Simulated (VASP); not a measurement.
# BN (Qingsongite) (F-43m) in VASP: further runs

One crystal, BN (Qingsongite), is run at these levels: PBE, r2SCAN; tasks: relaxation of the atoms, relaxation of cell and atoms.

Program: VASP 6.6.1. These are calculated values, not measurements. Logs are shortened: lines on timing, memory, paths and dates and some standing lists are left out, and cuts for length are marked.

## Step 1: The structure

The structure is cubic, space group F-43m (No. 216). Conventional cell: a = 3.615 Å, b = 3.615 Å, c = 3.615 Å, α = 90.00°, β = 90.00°, γ = 90.00°. B (site symmetry -43m) is surrounded by 4 N at 1.57 Å. Around N (site symmetry -43m) lie 4 B at 1.57 Å.

## Step 2: Relaxation of the atoms, PBE (a relaxed cell with its volume scaled by 1.02)

Contents of INCAR:

```
PREC = Accurate
ENCUT = 300
EDIFF = 1E-7
ISMEAR = 0
SIGMA = 0.03
LREAL = False
LASPH = True
NELM = 80
ALGO = Normal
ISIF = 2
LWAVE = False
LCHARG = False
GGA = PE
IBRION = 2
NSW = 40
EDIFFG = -0.01
```

Contents of KPOINTS:

```
Automatic mesh
0
Gamma
  7 7 7
```

Contents of POSCAR:

```
BN                                      
1.0
    0.0000000000      1.8240988071      1.8240988071
    1.8240988071      0.0000000000      1.8240988071
    1.8240988071      1.8240988071      0.0000000000
  B               N             
     1     1
Direct
     0.0000000000000000    0.0000000000000000    0.0000000000000000
     0.2500000000000000    0.2500000000000000    0.2500000000000000
```

Potentials or basis: VASP PAW PBE potentials, release 64 (B_s, N_s).

Command:

```console
$ cat potpaw_PBE.64/B_s/POTCAR potpaw_PBE.64/N_s/POTCAR > POTCAR
$ mpirun -np 1 vasp_std > vasp.out
```

OUTCAR:

```text
PREC = Accurate
   ENCUT = 300
   EDIFF = 1E-7
   ISMEAR = 0
   LREAL = False
   LASPH = True
   NELM = 80
   ISIF = 2
   GGA = PE
   IBRION = 2
   NSW = 40
   EDIFFG = -0.01

 ion  position               nearest neighbor table
   1  0.000  0.000  0.000-   2 1.58   2 1.58   2 1.58   2 1.58
   2  0.250  0.250  0.250-   1 1.58   1 1.58   1 1.58   1 1.58

  LATTYP: Found a face centered cubic cell.
 ALAT       =     3.6481976142

  Lattice vectors:

 A1 = (   0.0000000000,   1.8240988071,   1.8240988071)
 A2 = (   1.8240988071,   0.0000000000,   1.8240988071)
 A3 = (   1.8240988071,   1.8240988071,   0.0000000000)

Analysis of symmetry for initial positions (statically):
=====================================================================
 Subroutine PRICEL returns:
 Original cell was already a primitive cell.

 Routine SETGRP: Setting up the symmetry group for a
 face centered cubic supercell.

 Subroutine GETGRP returns: Found 24 space group operations
 (whereof 24 operations were pure point group operations)
 out of a pool of 48 trial point group operations.

The static configuration has the point symmetry T_d .

Analysis of symmetry for dynamics (positions and initial velocities):
=====================================================================
 Subroutine PRICEL returns:
 Original cell was already a primitive cell.

 Routine SETGRP: Setting up the symmetry group for a
 face centered cubic supercell.

 Subroutine GETGRP returns: Found 24 space group operations
 (whereof 24 operations were pure point group operations)
 out of a pool of 48 trial point group operations.

The dynamic configuration has the point symmetry T_d .

 Subroutine INISYM returns: Found 24 space group operations
 (whereof 24 operations are pure point group operations),
 and found     1 'primitive' translations

----------------------------------------------------------------------------------------

                                     Primitive cell

  volume of cell :      12.1388

  direct lattice vectors                    reciprocal lattice vectors
     0.000000000  1.824098807  1.824098807    -0.274107958  0.274107958  0.274107958
     1.824098807  0.000000000  1.824098807     0.274107958 -0.274107958  0.274107958
     1.824098807  1.824098807  0.000000000     0.274107958  0.274107958 -0.274107958

  length of vectors
     2.579665272  2.579665272  2.579665272     0.474768911  0.474768911  0.474768911

  position of ions in fractional coordinates (direct lattice)
     0.000000000  0.000000000  0.000000000
     0.250000000  0.250000000  0.250000000

  ion indices of the primitive-cell ions
   primitive index   ion index
                 1           1
                 2           2

----------------------------------------------------------------------------------------

 KPOINTS: Automatic mesh

Automatic generation of k-mesh.
 Grid dimensions read from file:
 generate k-points for:    7    7    7

 Generating k-lattice:

  Cartesian coordinates                     Fractional coordinates (reciprocal lattice)
    -0.039158280  0.039158280  0.039158280     0.142857143  0.000000000  0.000000000
     0.039158280 -0.039158280  0.039158280     0.000000000  0.142857143  0.000000000
     0.039158280  0.039158280 -0.039158280     0.000000000  0.000000000  0.142857143

  Length of vectors
     0.067824130  0.067824130  0.067824130

  Shift w.r.t. Gamma in fractional coordinates (k-lattice)
     0.000000000  0.000000000  0.000000000

 Subroutine IBZKPT returns following result:
 ===========================================

 Found     20 irreducible k-points:

 Following reciprocal coordinates:
            Coordinates               Weight
  0.000000  0.000000  0.000000      1.000000
  0.142857  0.000000  0.000000      8.000000
  0.285714  0.000000  0.000000      8.000000
  0.428571  0.000000  0.000000      8.000000
  0.142857  0.142857  0.000000      6.000000
  0.285714  0.142857  0.000000     24.000000
[... 12 lines left out ...]
 -0.428571  0.428571  0.142857     24.000000
 -0.285714  0.428571  0.142857     24.000000
   k-points           NKPTS =     20   k-points in BZ     NKDIM =     20   number of bands    NBANDS=      8
   number of dos      NEDOS =    301   number of ions     NIONS =      2
   total plane-waves  NPLWV =   4096
   dimension x,y,z NGX =    16 NGY =   16 NGZ =   16
   dimension x,y,z NGXF=    32 NGYF=   32 NGZF=   32
   ions per type =               1   1
   NGX,Y,Z   is equivalent  to a cutoff of  10.31, 10.31, 10.31 a.u.
   NGXF,Y,Z  is equivalent  to a cutoff of  20.62, 20.62, 20.62 a.u.
 SYSTEM =  unknown system
   PREC   = accura    normal or accurate (medium, high low for compatibility)
   ISTART =      0    job   : 0-new  1-cont  2-samecut
   ICHARG =      2    charge: 1-file 2-atom 10-const
   ISPIN  =      1    spin polarized calculation?
   LNONCOLLINEAR =      F non collinear calculations
   LSORBIT =      F    spin-orbit coupling
   LASPH  =      T    aspherical Exc in radial PAW
   ENCUT  =  300.0 eV  22.05 Ry    4.70 a.u.   3.64  3.64  3.64*2*pi/ulx,y,z
   NELM   =     80;   NELMIN=  2; NELMDL= -5     # of ELM steps
   EDIFF  = 0.1E-06   stopping-criterion for ELM
   LREAL  =      F    real-space projection
   EDIFFG = -.1E-01   stopping-criterion for IOM
   NSW    =     40    number of steps for IOM
   IBRION =      2    ionic relax: 0-MD 1-quasi-New 2-CG
   NFREE  =      1    steps in history (QN), initial steepest desc. (CG)
   ISIF   =      2    stress and relaxation
   ISYM   =      2    0-nonsym 1-usesym 2-fastsym
   POTIM  = 0.5000    time-step for ionic-motion
   TEBEG  =    0.0;   TEEND  =   0.0 temperature during run
   PSTRESS=    0.0 pullay stress
   NELECT =       8.0000    total number of electrons
   NUPDOWN=      -1.0000    fix difference up-down
   EMIN   =  10.00;   EMAX   =-10.00  energy-range for DOS
   EFERMI =   0.00;   METHOD = LEGACY
   ISMEAR =     0;   SIGMA  =   0.03  broadening in eV -4-tet -1-fermi 0-gaus
   EFERMI_NEDOS =   21; number of points for ismear=-14 and -15
   IALGO  =     38    algorithm
   IMIX   =      4    mixing-type and parameters
     AMIX     =   0.40;   BMIX     =  1.00
     AMIX_MAG =   1.60;   BMIX_MAG =  1.00
  volume/ion in A,a.u.               =       6.07        40.96
  Fermi-wavevector in a.u.,A,eV,Ry     =   1.424666  2.692229 27.615390  2.029674
  Thomas-Fermi vector in A             =   2.545133
   LORBIT       =      0    0 simple, 1 ext, 2 COOP (PROOUT), +10 PAW based schemes
   GGA     = PE    functional components
   LHFCALC =     F    Hartree Fock is set to
   AEXX    =    0.0000 exact exchange contribution
   IVDW    =     0    specifies the selected vdW correction
   LEPSILON=     F    determine dielectric tensor
   LRPA    =     F    only Hartree local field effects (RPA)
 conjugate gradient relaxation of ions
 non-spin polarized calculation
 Gauss-broadening in eV      SIGMA  =   0.03
  energy-cutoff  :      300.00
  volume of cell :       12.14
 maximum number of plane-waves:       153
   NGX =  7   NGY =  7   NGZ =  7

 number of electron       7.9999995 magnetization

 Free energy of the ion-electron system (eV)
  ---------------------------------------------------
  ext. energy  EPLUGINS =         0.00000000
  ---------------------------------------------------
  free energy    TOTEN  =       -17.41125507 eV

  energy without entropy =      -17.41125507  energy(sigma->0) =      -17.41125507

 E-fermi :   9.0793     XC(G=0): -12.6167

 val. band max:        8.8940258799   @ k =   0.0000   0.0000   0.0000
 cond. band min:      13.5818367469   @ k =   0.4286   0.4286   0.0000
 fundamental gap:      4.6878108670
 Fermi energy:         9.0793032003

 k-point     1 :       0.0000    0.0000    0.0000
  band No.  band energies     occupation
      1     -11.0409      2.00000
      2       8.8940      2.00000
      3       8.8940      2.00000
      4       8.8940      2.00000
      5      17.5955      0.00000
      6      17.5955      0.00000
      7      17.5955      0.00000
      8      18.7988      0.00000

 k-point     2 :       0.1429    0.0000    0.0000
  band No.  band energies     occupation
      1     -10.5593      2.00000
      2       6.5814      2.00000
      3       8.4222      2.00000
      4       8.4222      2.00000
      5      17.9341      0.00000
      6      18.2820      0.00000
      7      18.2820      0.00000
      8      20.3273      0.00000

 k-point     3 :       0.2857    0.0000    0.0000
  band No.  band energies     occupation
      1      -9.1790      2.00000
      2       2.4802      2.00000
      3       7.5926      2.00000
      4       7.5926      2.00000
      5      18.3654      0.00000
      6      19.2461      0.00000
      7      19.2461      0.00000
      8      22.5734      0.00000

 k-point     4 :       0.4286    0.0000    0.0000
  band No.  band energies     occupation
      1      -7.3680      2.00000
      2      -0.9381      2.00000
      3       7.0633      2.00000
      4       7.0633      2.00000
      5      18.6556      0.00000
      6      19.4648      0.00000
      7      19.4648      0.00000
      8      23.7229      0.00000

 k-point     5 :       0.1429    0.1429    0.0000
  band No.  band energies     occupation
      1     -10.3989      2.00000
      2       7.3051      2.00000
      3       7.5482      2.00000
      4       7.5482      2.00000
      5      16.7556      0.00000
      6      19.4578      0.00000
      7      19.4578      0.00000
      8      20.1812      0.00000

 k-point     6 :       0.2857    0.1429    0.0000
  band No.  band energies     occupation
      1      -9.3162      2.00000
      2       3.9376      2.00000
      3       6.6068      2.00000
      4       7.0624      2.00000
      5      17.0034      0.00000
      6      20.2497      0.00000
      7      20.8294      0.00000
      8      21.4458      0.00000

 k-point     7 :       0.4286    0.1429    0.0000
  band No.  band energies     occupation
      1      -7.5776      2.00000
      2       0.3338      2.00000
      3       6.0660      2.00000
      4       6.2167      2.00000
      5      17.7025      0.00000
      6      20.5060      0.00000
      7      21.0829      0.00000
      8      22.9574      0.00000
[... 89 lines left out ...]
 k-point    16 :      -0.4286    0.4286    0.0000
  band No.  band energies     occupation
      1      -5.5322      2.00000
      2       0.4058      2.00000
      3       2.8210      2.00000
      4       4.3783      2.00000
      5      14.4845      0.00000
      6      19.2049      0.00000
      7      25.6570      0.00000
      8      25.9136      0.00000

 k-point    17 :       0.4286    0.2857    0.1429
  band No.  band energies     occupation
      1      -8.0301      2.00000
      2       2.4562      2.00000
      3       4.3773      2.00000
      4       6.3189      2.00000
      5      17.3993      0.00000
      6      20.6361      0.00000
      7      21.3295      0.00000
      8      22.8642      0.00000

 k-point    18 :      -0.4286    0.2857    0.1429
  band No.  band energies     occupation
      1      -6.4286      2.00000
      2       0.1720      2.00000
      3       3.6348      2.00000
      4       5.2990      2.00000
      5      18.2401      0.00000
      6      20.1253      0.00000
      7      22.8827      0.00000
      8      24.2020      0.00000

 k-point    19 :      -0.4286    0.4286    0.1429
  band No.  band energies     occupation
      1      -5.8924      2.00000
      2       0.9352      2.00000
      3       3.2179      2.00000
      4       3.6326      2.00000
      5      16.0670      0.00000
      6      20.1855      0.00000
      7      23.4871      0.00000
      8      25.7212      0.00000

 k-point    20 :      -0.2857    0.4286    0.1429
  band No.  band energies     occupation
      1      -5.4961      2.00000
      2       1.0951      2.00000
      3       1.6233      2.00000
      4       3.9340      2.00000
      5      17.6387      0.00000
      6      21.7800      0.00000
      7      23.1319      0.00000
      8      24.5080      0.00000

------------------------ aborting loop because EDIFF is reached ----------------------------------------

  FORCE on cell =-STRESS in cart. coord.  units (eV):
  Direction    XX          YY          ZZ          XY          YZ          ZX
  --------------------------------------------------------------------------------------
  -------------------------------------------------------------------------------------
  Total       -0.5381931     -0.5381931     -0.5381931      0.0000000      0.0000000      0.0000000
  in kB      -71.0352033    -71.0352033    -71.0352033      0.0000000      0.0000000      0.0000000
  external PRESSURE =     -71.0352033 kB  Pullay stress =       0.0000000 kB

 VOLUME and BASIS-vectors are now :
 -----------------------------------------------------------------------------
  energy-cutoff  :      300.00
  volume of cell :       12.14
      direct lattice vectors                 reciprocal lattice vectors
     0.000000000  1.824098807  1.824098807    -0.274107958  0.274107958  0.274107958
     1.824098807  0.000000000  1.824098807     0.274107958 -0.274107958  0.274107958
     1.824098807  1.824098807  0.000000000     0.274107958  0.274107958 -0.274107958

 POSITION                                       TOTAL-FORCE (eV/Angst)
 -----------------------------------------------------------------------------------
      0.00000      0.00000      0.00000         0.000000      0.000000      0.000000
      0.91205      0.91205      0.91205        -0.000000     -0.000000     -0.000000
 -----------------------------------------------------------------------------------
    total drift:                               -0.000000     -0.000000     -0.000000

  FREE ENERGIE OF THE ION-ELECTRON SYSTEM (eV)
  ---------------------------------------------------
  free  energy   TOTEN  =       -17.4112550659 eV

  energy  without entropy=      -17.4112550659  energy(sigma->0) =      -17.41125507

 reached required accuracy - stopping structural energy minimisation
```

It took 2.4 s on 1 thread of AMD EPYC 7R13 (Zen 3), shared host; peak memory 0.07 GiB.

What came out:

```
Free energy            : -17.4113 eV
Band gap on the k mesh : 4.69 eV, indirect (least direct gap 8.70 eV)
```

Final structure:
```
CELL_PARAMETERS angstrom
0.00000 1.82410 1.82410
1.82410 0.00000 1.82410
1.82410 1.82410 0.00000
ATOMIC_POSITIONS crystal
B 0.00000 0.00000 0.00000
N 0.25000 0.25000 0.25000
```

Caveat: the k mesh is coarse (spacing up to 0.43 Å⁻¹), so the values aren't converged; the cutoff is under 1.25 times the usual one of these potentials, so pressure, stress and relaxed cells hold a basis-set (Pulay) error; the relaxation stopped at its first step, so nothing moved; an odd mesh through Γ misses points on the zone boundary, where band edges often lie.

## Step 3: Relaxation of the atoms, PBE (a relaxed cell with its volume scaled by 1.04)

INCAR is that of step 2.

KPOINTS is that of step 2.

Contents of POSCAR:

```
BN                                      
1.0
    0.0000000000      1.8359439364      1.8359439364
    1.8359439364      0.0000000000      1.8359439364
    1.8359439364      1.8359439364      0.0000000000
  B               N             
     1     1
Direct
     0.0000000000000000    0.0000000000000000    0.0000000000000000
     0.2500000000000000    0.2500000000000000    0.2500000000000000
```

Potentials or basis: VASP PAW PBE potentials, release 64 (B_s, N_s).

Command:

```console
$ cat potpaw_PBE.64/B_s/POTCAR potpaw_PBE.64/N_s/POTCAR > POTCAR
$ mpirun -np 1 vasp_std > vasp.out
```

It took 2.4 s on 1 thread of AMD EPYC 7R13 (Zen 3), shared host; peak memory 0.07 GiB.

It converged, with:

| Property | Result |
| --- | --- |
| Free energy | -17.3980 eV |
| Band gap on the k mesh | 4.66 eV, indirect (least direct gap 8.61 eV) |

Final structure:
```
B N
1.0
     0.00000    1.83594    1.83594
     1.83594    0.00000    1.83594
     1.83594    1.83594    0.00000
B N
1 1
Direct
  0.00000 0.00000 0.00000
  0.25000 0.25000 0.25000
```

Levels at points of the mesh, in eV from the valence-band top:
```tsv
k point	band 2	band 3	band 4	band 5	band 6	band 7
(0.00, 0.00, 0.00)	0.00	0.00	0.00	8.61	8.61	8.61
```

Caveat: the k mesh is coarse (spacing up to 0.42 Å⁻¹), so the values aren't converged; the cutoff is under 1.25 times the usual one of these potentials, so pressure, stress and relaxed cells hold a basis-set (Pulay) error; the relaxation stopped at its first step, so nothing moved; an odd mesh through Γ misses points on the zone boundary, where band edges often lie.

(Part 1 of 2 ends here.)
